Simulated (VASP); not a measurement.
Wanted: the native input for a VASP 6.6.1 run.

* Task: relaxation of cell and atoms
* Functional: r2SCAN
* Potentials or basis: VASP PAW PBE potentials, release 64 (Zn)
* Cutoff: 520 eV
* k mesh: 18 × 18 × 8
* Occupations: gaussian, width 0.1 eV
* Spin: no spin polarisation
* Further INCAR settings: ALGO = Normal; EDIFF = 1e-07; IBRION = 2; EDIFFG = -0.002; NSW = 80; ISIF = 3

The structure of Zn lies in POSCAR:

```
Zn                                      
1.0
    2.6007404156     -0.0000000000     -0.0000000000
   -1.3003702078      2.2523072703     -0.0000000000
   -0.0000000000     -0.0000000000      4.9929301766
  Zn            
     2
Direct
     0.3333333300000021    0.6666666699999979    0.2500000000000000
     0.6666666699999979    0.3333333300000021    0.7500000000000000
```

The input as run:

INCAR

```
PREC     = Accurate       # precision mode
ENCUT    = 520            # plane-wave cutoff, eV
EDIFF    = 1E-7           # SCF threshold, eV
ISMEAR   = 0              # smearing method
SIGMA    = 0.1            # smearing width, eV
LREAL    = False          # projectors in reciprocal space
LASPH    = True           # aspherical terms in the spheres
NELM     = 60             # most SCF steps
ALGO     = Normal         # electronic algorithm
ISIF     = 3              # what is computed and relaxed
LWAVE    = False          # write WAVECAR
LCHARG   = False          # write CHGCAR
METAGGA  = R2SCAN         # meta-GGA
LMIXTAU  = True         
IBRION   = 2              # ionic algorithm
NSW      = 80             # ionic steps
EDIFFG   = -0.002         # ionic threshold
```

KPOINTS

```
regular mesh
0
Gamma
  18 18 8
```

Potentials or basis: VASP PAW PBE potentials, release 64 (Zn).

Run with:

```bash
$ cat potpaw_PBE.64/Zn/POTCAR > POTCAR
$ mpirun -np 1 vasp_std > vasp.out
```

Results of the run:

| Item | Value |
| --- | --- |
| Pressure after relaxing | 0.0 GPa |
| Band gap on the k mesh | none (metal or under the smearing width) |

Caveat: the relaxation stopped at its first step, so nothing moved; the PAW data sets were made with another functional, which shifts forces and pressure a little.

It took 4.5 min on 1 thread of Intel(R) Xeon(R) 6975P-C (Granite Rapids), with other jobs on the host, peak memory 0.2 GiB.
